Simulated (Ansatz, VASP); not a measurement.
**Two plane-wave programs on MgI2**

```
CELL_PARAMETERS angstrom
4.08669 0.00000 0.00000
-2.04335 3.53918 0.00000
0.00000 0.00000 7.08887
ATOMIC_POSITIONS crystal
Mg 0.00000 0.00000 0.00000
I 0.33333 0.66667 0.75763
I 0.66667 0.33333 0.24237
```

Alike in both runs: task single point; functional PBEsol; k mesh 6 × 6 × 4; occupations gaussian, width 0.05 eV; no spin polarisation.

```csv
,VASP,Ansatz
version,VASP 6.6.1,Ansatz 0.2.0
potentials or method,"VASP PAW PBE potentials, release 64 (Mg, I)","scalar-relativistic, plane waves, PAW"
plane-wave cutoff (eV),520,420
valence electrons in the cell,16,44
```

VASP gave:

| Property | Result |
| --- | --- |
| gap on the k mesh at the Fermi level (eV) | 3.41 |
| least direct gap on the mesh (eV) | 3.60 |
| pressure (GPa) | -0.1 |
| largest component of the traceless stress (GPa) | 0.74 |
| rms of the force components (eV/Å) | 0.082 |

Question: What did Ansatz give for the same quantities?

Answer: gap on the k mesh at the Fermi level (eV): 3.42; least direct gap on the mesh (eV): 3.61; pressure (GPa): -0.1; largest component of the traceless stress (GPa): 0.74; rms of the force components (eV/Å): 0.080.

Atom by atom the forces differ by 0.002 eV/Å (rms over components). The two sets of potentials don't hold the same shells in valence.

Caveats: the PAW data sets were made with another functional, which shifts forces and pressure a little (VASP); spin-orbit coupling is left out, which moves the levels of the heavy elements; this functional lacks dispersion, which binds the layers, so the pressure and a relaxed spacing across them are unreliable. PBEsol gaps usually lie below the measured ones, often by a third to a half. A k mesh can miss the band edges.
